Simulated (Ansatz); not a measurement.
TiAl: a jump of H

These are results of Ansatz, DFT PBE, scalar-relativistic, plane waves, PAW, not measurements. Settings: 420 eV cutoff, 4×4×4 k-mesh, shifted by half a step, Gaussian smearing of 0.10 eV, no spin polarisation.

Host crystal, relaxed:

```cif
data_structure
_symmetry_space_group_name_H-M 'P 1'
_symmetry_Int_Tables_number 1
_cell_length_a 2.8216
_cell_length_b 2.8216
_cell_length_c 4.0783
_cell_angle_alpha 90.000
_cell_angle_beta 90.000
_cell_angle_gamma 90.000
_cell_volume 32.47
loop_
_atom_site_label
_atom_site_type_symbol
_atom_site_fract_x
_atom_site_fract_y
_atom_site_fract_z
_atom_site_occupancy
Ti1 Ti 0.50000 0.50000 0.50000 1
Al1 Al 0.00000 0.00000 0.00000 1
```

In a supercell of 16 host sites, interstitial H hops to an equivalent place, moving 2.82 Å between the relaxed ends. Climbing-image nudged elastic band at fixed cell with images 0 (start) to 4 (end), the path measured over all atoms, converged to 0.05 eV/Å; the order of the saddle wasn't checked, and the small cell leaves errors of about a tenth of an eV. Zero-point motion and tunnelling, which matter for H, are left out.

Supercell rows in host cell vectors: 2 0 1; 0 -2 -1; 0 2 -1. H was set at (0.000, 0.000, 0.500) of the host cell.

At the relaxed start H has 4 Ti at 2.00 Å, 1 Al at 2.08 Å, 1 Al at 2.14 Å.

(1) How high is the barrier, and where does the atom pass?

Answers

(1) 0.50 eV at image 3, where H has 1 Al at 1.73 Å, 2 Ti at 1.73 Å, 1 Al at 2.41 Å, 2 Ti at 2.76 Å, 1 Al at 2.85 Å.

Cost: 1 run of about 19 core-minutes, on Intel Xeon 6975P-C (Granite Rapids) (shared hosts).